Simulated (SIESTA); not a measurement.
Runs of SIESTA 5.4.2 on GaAs. It takes space group F-43m (No. 216, cubic). Conventional cell: a = 5.654 Å, b = 5.654 Å, c = 5.654 Å, α = 90.00°, β = 90.00°, γ = 90.00°. As (site symmetry -43m) is surrounded by 4 Ga at 2.45 Å. Around Ga (site symmetry -43m) lie 4 As at 2.45 Å. 

| level | potentials or basis | spin | k mesh | gap on the mesh (eV) | pressure (GPa) |
| --- | --- | --- | --- | --- | --- |
| PBE | PseudoDojo 0.4 standard (PBE files, fully relativistic), TZP (energy shift 0.003 Ry; two zetas on semicore shells) | non-collinear, zero start, SOC | 6 × 6 × 6 | 0.47 | (a) |
| PBEsol | PseudoDojo 0.4 standard (PBEsol files), DZP (energy shift 0.003 Ry; two zetas on semicore shells) | off | 8 × 8 × 8 | 0.59 | 0.9 |
| PBE | PseudoDojo 0.4 standard (PBE files), SZ (energy shift 0.003 Ry) | off | 8 × 8 × 8 | 0.75 | (b) |
| LDA | PseudoDojo 0.4 standard (LDA files), DZP (energy shift 0.003 Ry; two zetas on semicore shells) | off | 8 × 8 × 8 | (c) | -1.4 |

Alike in all rows: task band structure; cell as given; smearing fermi-dirac 0.05 eV; grid cutoff 800 Ry; energy shift 0.003 Ry.

Task: Estimate the missing entries.

Result: (a) 4.2; (b) 8.2; (c) 0.42.

Caveats: the basis of atomic orbitals isn't converged, which shifts pressures, moduli and gaps; the basis has no polarisation orbitals (some runs).

A k mesh can miss the band edges, and rows without SOC leave out spin-orbit coupling on As, Ga.
